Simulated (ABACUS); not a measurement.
**Ge: equation of state with PBE**

Ge:

```
Ge
1.0
    -2.57449    2.57449    1.39741
     2.57449   -2.57449    1.39741
     2.57449    2.57449   -1.39741
Ge
2
Direct
  0.50000 0.50000 0.00000
  0.25000 0.75000 0.50000
```

This isn't the form of Ge at room conditions, which is diamond.

- Program: ABACUS 3.10.1
- Task: equation of state
- Functional: PBE
- Potentials or basis: PseudoDojo NC SR 0.4.1 PBE standard
- Cutoff: 1075 eV
- Density cutoff: 4299 eV
- Basis: plane waves
- k mesh: 11 × 11 × 11
- Occupations: fermi-dirac, width 0.05 eV
- Spin: no spin polarisation
- Radial cutoff of the potentials (pseudo_rcut): 10 bohr
- SCF threshold on the density: 1e-08
- Max SCF steps: 100
- Eigensolver: dav
- Mixing: broyden
- Mixing share: 0.7
- Symmetry key: 1
- Bands: 18

```yaml
Equilibrium_volume: 19.35 Å³/atom
Bulk_modulus_at_fixed_shape_and_positions: 69 GPa
Pressure_derivative_of_the_bulk_modulus: 4.3
```

Energy against volume, from the lowest point:
```csv
volume (Å³/atom),energy (meV/atom)
17.413,49.95
17.783,31.42
18.154,17.61
18.524,8.04
18.895,2.29
19.265,0.00
19.636,0.83
```

All runs of the series together: 8.6 min on 4 threads of Intel(R) Xeon(R) Platinum 8259CL CPU @ 2.50GHz (Skylake/Cascade Lake), with other jobs on the host.

Caveat: the cell was scaled at fixed shape and fractional positions, which overstates the stiffness of a crystal with free parameters, most of all of layers and chains.
